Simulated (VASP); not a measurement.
Wanted: the native input for a VASP 6.6.1 run.

| Property | Result |
| --- | --- |
| Task | single point |
| Functional | PBE |
| Dispersion | D3(BJ) |
| Potentials or basis | VASP PAW PBE potentials, release 64 (C, H) |
| Cutoff | 520 eV |
| k mesh | 2 × 2 × 1 |
| Occupations | fermi-dirac, width 0.02 eV |
| Spin | collinear spin, typed start |
| Starting moments | [0.0, 0.0, 0.0, 0.0, 0.0, 0.0, 0.0, 0.0, 0.0, 0.0, 0.0, 0.0, 0.0, 0.0, 0.0, 0.0, 0.0, 0.0, 1.0] μB |
| Dipole correction | no |
| Further INCAR settings | LREAL = Auto; ALGO = Normal; EDIFF = 1e-07; NBANDS = 56 |

The structure of HC18 lies in POSCAR:

```
HC18
1.0
    7.3980000000      0.0000000000      0.0000000000
   -3.6990000000      6.4068560000      0.0000000000
    0.0000000000      0.0000000000     13.0000000000
C H
18 1
Direct
   -0.0047225456     -0.0034765191      0.0722852650
    0.2145711653      0.1034648820      0.0773459716
   -0.0047238152      0.3315498703      0.0722698598
    0.2145734535      0.4439033259      0.0773277415
   -0.0052978421      0.6637489501      0.0670432976
    0.2163693860      0.7745838598      0.0679855902
    0.3269205213     -0.0034780502      0.0723173744
    0.5503470374      0.1080879072      0.0746533331
    0.3280678266      0.3304387858      0.1041771913
    0.5549758525      0.4438877537      0.0772768595
    0.3269238593      0.6632009656      0.0723040693
    0.5503488086      0.7750558821      0.0746533234
    0.6613763644     -0.0029132008      0.0744971255
    0.8834008461      0.1080972127      0.0746265234
    0.6619381861      0.3315387512      0.0722416455
    0.8838744252      0.4420914345      0.0679469959
    0.6619396689      0.6631994610      0.0722439473
    0.8838755542      0.7745806530      0.0679527751
    0.3280477475      0.3304254751      0.1908515104
```

The cell was built by a generator and needn't be a form met in nature.

These files were run (other wordings do the same):

INCAR

```
PREC = Accurate ; ENCUT = 520
EDIFF = 1E-7 ; ISMEAR = -1
SIGMA = 0.02 ; LREAL = Auto
LASPH = True ; NELM = 150
ALGO = Normal ; ISIF = 2
LWAVE = False ; LCHARG = True
ISPIN = 2 ; MAGMOM = 0 0 0 0 0 0 0 0 0 0 0 0 0 0 0 0 0 0 1
LORBIT = 11 ; GGA = PE
IVDW = 12 ; LELF = True
LVHAR = True ; NBANDS = 56
```

KPOINTS

```
Automatic mesh
0
Gamma
  2 2 1
```

Potentials or basis: VASP PAW PBE potentials, release 64 (C, H).

Launch:

```console
$ cat potpaw_PBE.64/C/POTCAR potpaw_PBE.64/H/POTCAR > POTCAR
$ mpirun -np 1 vasp_std > vasp.out
```

Results of the run:

```
Largest force                                         : 0.021 eV/Å
Band gap on the k mesh                                : 0.28 eV, direct
Net moment                                            : 1.00 μB per cell
Site moments                                          : C -0.06, +0.13, -0.03, +0.06, +0.12, -0.02, -0.04; H +0.05 μB
Valence electrons inside the program's atomic spheres : C 2.66, 2.63, 2.65, 2.64; H 0.65
Dispersion energy per atom                            : -0.086 eV
```

Caveat: the k mesh is coarse (spacing up to 0.49 Å⁻¹), so the values aren't converged.

Run time: 8.5 min on 1 thread of AMD EPYC 9R45 (Zen 5), with other jobs on the host, peak memory 0.88 GiB.
